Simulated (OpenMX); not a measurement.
Input of an OpenMX 3.8.5 run:

TiB2.dat

```
System.CurrrentDirectory             ./
System.Name                          TiB2
DATA.PATH                            ./DFT_DATA13
level.of.stdout                      1
level.of.fileout                     0
Species.Number                       2
<Definition.of.Atomic.Species
  Ti  Ti7.0-s2p2d1           Ti_PBE13
  B   B7.0-s2p2              B_PBE13
Definition.of.Atomic.Species>

Atoms.Number                         3
Atoms.SpeciesAndCoordinates.Unit     FRAC
<Atoms.SpeciesAndCoordinates
    1  Ti    0.0000000000    0.0000000000    0.0000000000   6.000  6.000
    2  B     0.6666666667    0.3333333333    0.5000000000   1.500  1.500
    3  B     0.3333333333    0.6666666667    0.5000000000   1.500  1.500
Atoms.SpeciesAndCoordinates>

Atoms.UnitVectors.Unit               Ang
<Atoms.UnitVectors
     3.0292000000    0.0000000000    0.0000000000
    -1.5146000000    2.6233641531    0.0000000000
     0.0000000000    0.0000000000    3.2284000000
Atoms.UnitVectors>

scf.XcType                           GGA-PBE
scf.SpinPolarization                 off
scf.ElectronicTemperature            580.226
scf.energycutoff                     400.0
scf.maxIter                          100
scf.EigenvalueSolver                 band
scf.Kgrid                            11 11 9
scf.Mixing.Type                      rmm-diisk
scf.Init.Mixing.Weight               0.05
scf.Min.Mixing.Weight                0.001
scf.Max.Mixing.Weight                0.3
scf.Mixing.History                   25
scf.Mixing.StartPulay                8
scf.criterion                        1.0e-8
scf.stress.tensor                    on
MD.Type                              nomd
Band.dispersion                      on
Band.Nkpath                          9
<Band.kpath
   10   0.000000  0.000000  0.000000    0.500000  0.000000  0.000000  G M
    6   0.500000  0.000000  0.000000    0.333333  0.333333  0.000000  M K
   12   0.333333  0.333333  0.000000    0.000000  0.000000  0.000000  K G
    8   0.000000  0.000000  0.000000    0.000000  0.000000  0.500000  G A
   10   0.000000  0.000000  0.500000    0.500000  0.000000  0.500000  A L
    6   0.500000  0.000000  0.500000    0.333333  0.333333  0.500000  L H
   12   0.333333  0.333333  0.500000    0.000000  0.000000  0.500000  H A
    8   0.500000  0.000000  0.500000    0.500000  0.000000  0.000000  L M
    8   0.333333  0.333333  0.000000    0.333333  0.333333  0.500000  K H
Band.kpath>
```

Potentials or basis: OpenMX 2013 PBE set, Ti7.0-s2p2d1, B7.0-s2p2, grid cutoff 400 Ry.

Launch:

```sh
$ openmx TiB2.dat -nt 1 > TiB2.std
```

**Question.** What does it give for the largest force?

**Answer.** 0.003 eV/Å.

**Question.** What does it give for the pressure?

**Answer.** -0.1 GPa.

Forces on the atoms (eV/Å):
```
Ti   0.000  0.000  0.000
B    0.003 -0.001  0.000
B   -0.003  0.001  0.000
```

Caveat: the transition metal has a single d function, too few for pressures, volumes and moments; the basis of atomic orbitals isn't converged, which shifts pressures, moduli and gaps.
